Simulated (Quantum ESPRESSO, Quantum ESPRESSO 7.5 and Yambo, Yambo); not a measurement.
**P (puckered monolayer): G0W0 on several meshes in Yambo**

How does the mesh move the gap of P (puckered monolayer)?

Method: PBE and many-body steps on it, plane waves, in Quantum ESPRESSO 7.5 and Yambo 5.3.0.

Report form: the programs' logs are mostly left out.

### Step 1. The structure

The cell holds 4 atoms: 4 P. Its edges and angles: a = 4.627 Å, b = 3.304 Å, c = 14.000 Å, α = 90.0°, β = 90.0°, γ = 90.0°. It derives from  ([{'formula': 'P', 'spacegroup': 64, 'source': 'prototype of the bulk crystal'}]). Vacuum lies along c.

As a file:

```cif
data_structure
_symmetry_space_group_name_H-M 'P 1'
_symmetry_Int_Tables_number 1
_cell_length_a 4.6272
_cell_length_b 3.3044
_cell_length_c 14.0000
_cell_angle_alpha 90.000
_cell_angle_beta 90.000
_cell_angle_gamma 90.000
_cell_volume 214.06
loop_
_atom_site_label
_atom_site_type_symbol
_atom_site_fract_x
_atom_site_fract_y
_atom_site_fract_z
_atom_site_occupancy
P1 P 0.08877 0.00000 0.57527 1
P2 P 0.41123 0.50000 0.57527 1
P3 P 0.58877 0.50000 0.42473 1
P4 P 0.91123 0.00000 0.42473 1
```

The structure was relaxed with PBE. The runs that relaxed it are not among those shown.

### Step 2. Empty states on the mesh, 4×4×1 mesh, 67 bands

This step: Quantum ESPRESSO 7.5; DFT, PBE, plane waves, norm-conserving pseudopotentials.

The sums over transitions need many empty states on a uniform mesh; this step solves for them.

Input file pw.in:

```
&control
  calculation = 'nscf'
  prefix = 'x'
  outdir = 'o'
  pseudo_dir = 'pseudo'
/
&system
  ibrav = 0
  nat = 4
  ntyp = 1
  ecutwfc = 36.0
  nbnd = 67
  force_symmorphic = .true.
/
&electrons
  conv_thr = 1e-9
  electron_maxstep = 80
  diago_full_acc = .true.
  diago_thr_init = 5e-6
/
ATOMIC_SPECIES
  P 30.974 P.upf
CELL_PARAMETERS angstrom
  4.6271599610 0.0000000000 0.0000000000
  0.0000000000 3.3043513570 0.0000000000
  0.0000000000 0.0000000000 14.0000000000
ATOMIC_POSITIONS crystal
  P 0.0887696193 0.0000000000 0.5752654040
  P 0.4112303807 0.5000000000 0.5752654040
  P 0.5887696193 0.5000000000 0.4247346300
  P 0.9112303807 0.0000000000 0.4247346300
K_POINTS automatic
  4 4 1 0 0 0
```

The run is started by

```bash
> OMP_NUM_THREADS=1 mpirun -n 8 pw.x -nk 4 -in pw.in > pw.out
```

Wall time 5.6 s (8 MPI ranks of Arm Neoverse V2, shared host); peak memory 0.49 GiB.

Numbers from this step:

```
gap                                                           : 0.9076 eV
k of the valence top                                          : 0, 0, 0
k of the conduction bottom                                    : 0, 0, 0
least direct gap                                              : 0.9076 eV
k points computed                                             : 9
lowest point of the top converged band, above the valence top : 22.20 eV
```

On this mesh the gap is 0.908 eV.

The density comes from a self-consistent run that is not shown.

### Step 3. Conversion and set-up

This step: Yambo 5.3.0; conversion and set-up on PBE, plane waves, norm-conserving pseudopotentials.

The states are converted to the many-body program's format and the q mesh is built.

The run is started by

```bash
> (cd o/x.save; p2y > p2y.log; mv SAVE ../..); yambo > setup.log
```

Wall time 1.6 s (1 MPI rank); peak memory 0.24 GiB.

### Step 4. 4×4×1

G0W0 replaces the xc potential by the self-energy, built once from these orbitals. Only a window of levels is corrected, while the sums run over the empty bands that the input names.

This step: G0W0 on PBE, plane waves, norm-conserving pseudopotentials.

Input file gw14.in:

```
HF_and_locXC
gw0
dyson
ppa
em1d
rim_cut
rim_w
RandQpts= 3000000
RandGvec= 100 RL
CUTGeo= "slab z"
RandGvecW= 5 RL
EXXRLvcs= 36 Ry
VXCRLvcs= 144 Ry
Chimod= "HARTREE"
% BndsRnXp
 1 | 67 |
%
NGsBlkXp= 6 Ry
% LongDrXp
 1 | 1 | 0 |
%
% GbndRnge
 1 | 67 |
%
DysSolver= "n"
ExtendOut
PPAPntXp= 27.21138 eV
% QPkrange
 1 | 1 | 9 | 12 |
%
```

The run is started by

```bash
> OMP_NUM_THREADS=2 mpirun -n 4 yambo -F gw14.in -J gw14 -C gw14 > gw14.log
```

Wall time 32 s (4 MPI ranks); peak memory 1.8 GiB; 2.6 min of CPU time.

This step gave:

```yaml
g0w0_gap_on_the_points_computed: 1.932 eV
starting_gap_on_the_mesh: 0.9076 eV
k_of_the_valence_top: 0, 0, 0
k_of_the_conduction_bottom: 0, 0, 0
least_direct_g0w0_gap_on_the_computed_points: 1.932 eV
z_at_the_valence_top: 0.7105
z_at_the_conduction_bottom: 0.7177
```

The gap on the mesh goes from 0.91 eV to 1.93 eV, a correction of +1.02 eV.

### Step 5. Empty states on the mesh, 4×6×1 mesh, 67 bands

This step: Quantum ESPRESSO 7.5; DFT, PBE, plane waves, norm-conserving pseudopotentials.

pw.in: that of step 2 with these lines changed.

```diff
@@ -32,2 +32,2 @@
 K_POINTS automatic
-  4 4 1 0 0 0
+  4 6 1 0 0 0
```

The run is started by

```bash
> OMP_NUM_THREADS=1 mpirun -n 8 pw.x -nk 4 -in pw.in > pw.out
```

It took 5.8 s on 8 MPI ranks; peak memory 0.48 GiB; 46 s of CPU time.

Numbers from this step:

- gap: 0.9076 eV
- k of the valence top: 0, 0, 0
- k of the conduction bottom: 0, 0, 0
- least direct gap: 0.9076 eV
- k points computed: 12
- lowest point of the top converged band, above the valence top: 22.20 eV

On this mesh the gap is 0.908 eV.

### Step 6. Conversion and set-up

This step: Yambo 5.3.0; conversion and set-up on PBE, plane waves, norm-conserving pseudopotentials.

The run is started by

```bash
> (cd o/x.save; p2y > p2y.log; mv SAVE ../..); yambo > setup.log
```

Wall time 1.7 s (1 MPI rank); peak memory 0.24 GiB.

### Step 7. 4×6×1

This step: G0W0 on PBE, plane waves, norm-conserving pseudopotentials.

gw15.in is the same as gw14.in of step 4.

The run is started by

```bash
> OMP_NUM_THREADS=2 mpirun -n 4 yambo -F gw15.in -J gw15 -C gw15 > gw15.log
```

Run time: 39 s. Hardware: 4 MPI ranks; peak memory 1.8 GiB; 3.5 min of CPU time.

This step gave:

- G0W0 gap on the points computed: 1.962 eV
- starting gap on the mesh: 0.9076 eV
- k of the valence top: 0, 0, 0
- k of the conduction bottom: 0, 0, 0
- least direct G0W0 gap on the computed points: 1.962 eV
- Z at the valence top: 0.7219
- Z at the conduction bottom: 0.7304

Against G0W0 in Yambo (4×4×1 mesh, 67 bands, screening to 81.6 eV, Godby-Needs plasmon pole), the gap moves by +0.030 eV.

### Step 8. Empty states on the mesh, 8×10×1 mesh, 67 bands

This step: Quantum ESPRESSO 7.5; DFT, PBE, plane waves, norm-conserving pseudopotentials.

pw.in: that of step 5 with these lines changed.

```diff
@@ -32,2 +32,2 @@
 K_POINTS automatic
-  4 6 1 0 0 0
+  8 10 1 0 0 0
```

The run is started by

```bash
> OMP_NUM_THREADS=1 mpirun -n 8 pw.x -nk 4 -in pw.in > pw.out
```

Wall time 14 s (8 MPI ranks); peak memory 0.49 GiB; 1.9 min of CPU time.

This step gave:

```
gap                                                           : 0.9076 eV
k of the valence top                                          : 0, 0, 0
k of the conduction bottom                                    : 0, 0, 0
least direct gap                                              : 0.9076 eV
k points computed                                             : 30
lowest point of the top converged band, above the valence top : 22.18 eV
```

On this mesh the gap is 0.908 eV.

### Step 9. Conversion and set-up

This step: Yambo 5.3.0; conversion and set-up on PBE, plane waves, norm-conserving pseudopotentials.

The run is started by

```bash
> (cd o/x.save; p2y > p2y.log; mv SAVE ../..); yambo > setup.log
```

The job ended after 2.1 s (1 MPI rank; peak memory 0.25 GiB).

### Step 10. 8×10×1

This step: G0W0 on PBE, plane waves, norm-conserving pseudopotentials.

gw16.in is the same as gw15.in of step 7.

The run is started by

```bash
> OMP_NUM_THREADS=2 mpirun -n 4 yambo -F gw16.in -J gw16 -C gw16 > gw16.log
```

The job ended after 2.7 min (4 MPI ranks; peak memory 2.2 GiB).

This step gave:

```
G0W0 gap on the points computed              : 1.941 eV
starting gap on the mesh                     : 0.9076 eV
k of the valence top                         : 0, 0, 0
k of the conduction bottom                   : 0, 0, 0
least direct G0W0 gap on the computed points : 1.941 eV
```

Against G0W0 in Yambo (4×4×1 mesh, 67 bands, screening to 81.6 eV, Godby-Needs plasmon pole), the gap moves by +0.009 eV.

### Step 11. Empty states on the mesh, 8×12×1 mesh, 67 bands

This step: Quantum ESPRESSO 7.5; DFT, PBE, plane waves, norm-conserving pseudopotentials.

pw.in: that of step 8 with these lines changed.

```diff
@@ -32,2 +32,2 @@
 K_POINTS automatic
-  8 10 1 0 0 0
+  8 12 1 0 0 0
```

The run is started by

```bash
> OMP_NUM_THREADS=1 mpirun -n 8 pw.x -nk 4 -in pw.in > pw.out
```

Wall time 16 s (8 MPI ranks); peak memory 0.49 GiB; 2.1 min of CPU time.

This step gave:

```
gap                                                           : 0.9076 eV
k of the valence top                                          : 0, 0, 0
k of the conduction bottom                                    : 0, 0, 0
least direct gap                                              : 0.9076 eV
k points computed                                             : 35
lowest point of the top converged band, above the valence top : 22.18 eV
```

On this mesh the gap is 0.908 eV.

### Step 12. Conversion and set-up

This step: Yambo 5.3.0; conversion and set-up on PBE, plane waves, norm-conserving pseudopotentials.

The run is started by

```bash
> (cd o/x.save; p2y > p2y.log; mv SAVE ../..); yambo > setup.log
```

Run time: 2.2 s. Hardware: 1 MPI rank; peak memory 0.26 GiB.

### Step 13. 8×12×1

This step: G0W0 on PBE, plane waves, norm-conserving pseudopotentials.

gw17.in is the same as gw16.in of step 10.

The run is started by

```bash
> OMP_NUM_THREADS=2 mpirun -n 4 yambo -F gw17.in -J gw17 -C gw17 > gw17.log
```

Elapsed: 3.6 min, on 4 MPI ranks; peak memory 2.4 GiB.

Numbers from this step:

```yaml
g0w0_gap_on_the_points_computed: 1.940 eV
starting_gap_on_the_mesh: 0.9076 eV
k_of_the_valence_top: 0, 0, 0
k_of_the_conduction_bottom: 0, 0, 0
least_direct_g0w0_gap_on_the_computed_points: 1.940 eV
```

Against G0W0 in Yambo (4×4×1 mesh, 67 bands, screening to 81.6 eV, Godby-Needs plasmon pole), the gap moves by +0.008 eV.

### Step 14. Empty states on the mesh, 10×14×1 mesh, 67 bands

This step: Quantum ESPRESSO 7.5; DFT, PBE, plane waves, norm-conserving pseudopotentials.

pw.in: that of step 11 with these lines changed.

```diff
@@ -32,2 +32,2 @@
 K_POINTS automatic
-  8 12 1 0 0 0
+  10 14 1 0 0 0
```

The run is started by

```bash
> OMP_NUM_THREADS=1 mpirun -n 8 pw.x -nk 4 -in pw.in > pw.out
```

Elapsed: 22 s, on 8 MPI ranks; peak memory 0.49 GiB; 3 min of CPU time.

This step gave:

| Quantity | Value |
| --- | --- |
| gap | 0.9076 eV |
| k of the valence top | 0, 0, 0 |
| k of the conduction bottom | 0, 0, 0 |
| least direct gap | 0.9076 eV |
| k points computed | 48 |
| lowest point of the top converged band, above the valence top | 22.01 eV |

On this mesh the gap is 0.908 eV.

### Step 15. Conversion and set-up

This step: Yambo 5.3.0; conversion and set-up on PBE, plane waves, norm-conserving pseudopotentials.

The run is started by

```bash
> (cd o/x.save; p2y > p2y.log; mv SAVE ../..); yambo > setup.log
```

Wall time 2.6 s (1 MPI rank); peak memory 0.27 GiB.

### Step 16. 10×14×1

This step: G0W0 on PBE, plane waves, norm-conserving pseudopotentials.

gw18.in is the same as gw17.in of step 13.

The run is started by

```bash
> OMP_NUM_THREADS=2 mpirun -n 4 yambo -F gw18.in -J gw18 -C gw18 > gw18.log
```

Elapsed: 6 min, on 4 MPI ranks; peak memory 2.9 GiB; 42 min of CPU time.

This step gave:

- G0W0 gap on the points computed: 1.927 eV
- starting gap on the mesh: 0.9076 eV
- k of the valence top: 0, 0, 0
- k of the conduction bottom: 0, 0, 0
- least direct G0W0 gap on the computed points: 1.927 eV

Against G0W0 in Yambo (4×4×1 mesh, 67 bands, screening to 81.6 eV, Godby-Needs plasmon pole), the gap moves by −0.004 eV.

### Step 17. Side by side

Times are wall times on 4 MPI ranks of Arm Neoverse V2, shared host, good to a factor of about two.

| run | mesh | bands | screening cutoff (eV) | DFT gap (eV) | gap on the mesh (eV) | direct (eV) | time |
| --- | --- | --- | --- | --- | --- | --- | --- |
| 4×4×1 | 4×4×1 | 67 | 81.6 | 0.908 | 1.932 | 1.932 | 32 s |
| 4×6×1 | 4×6×1 | 67 | 81.6 | 0.908 | 1.962 | 1.962 | 39 s |
| 8×10×1 | 8×10×1 | 67 | 81.6 | 0.908 | 1.941 | 1.941 | 2.7 min |
| 8×12×1 | 8×12×1 | 67 | 81.6 | 0.908 | 1.940 | 1.940 | 3.6 min |
| 10×14×1 | 10×14×1 | 67 | 81.6 | 0.908 | 1.927 | 1.927 | 6 min |

### Step 18. Results

```json
{"4×4×1": "1.932 eV", "4×6×1": "1.962 eV", "8×10×1": "1.941 eV", "8×12×1": "1.940 eV", "10×14×1": "1.927 eV", "known limits": "not at the basis limit"}
```

In words: 4×6×1: +0.030 eV against 4×4×1. 8×10×1: +0.009 eV against 4×4×1. 8×12×1: +0.008 eV against 4×4×1. 10×14×1: −0.004 eV against 4×4×1. Bands and cutoff are finite, so the gap is not at the basis limit. The miss can reach some tenths of an eV and take either sign; the mesh is an error of its own. In the G0W0 runs levels were corrected at 1 k point alone, so a gap called «on the mesh» is the least over those, and an edge elsewhere would be missed.

[Paths, hosts, dates, memory and timing lines, banners, echoed tables and standing remarks are left out of the program output.]

[Logs are printed without paths, hosts, clocks, repeated set-up lines and the standing remarks that a program may print on its own settings, such as how far it seeks lower states.]

[Runs of the session that timed out or met a known fault of the program may be left out.]

[Hosts, paths, dates, database ids (printed as entryN), source tags and the programs' standing remarks are cut or masked in the printed files.]
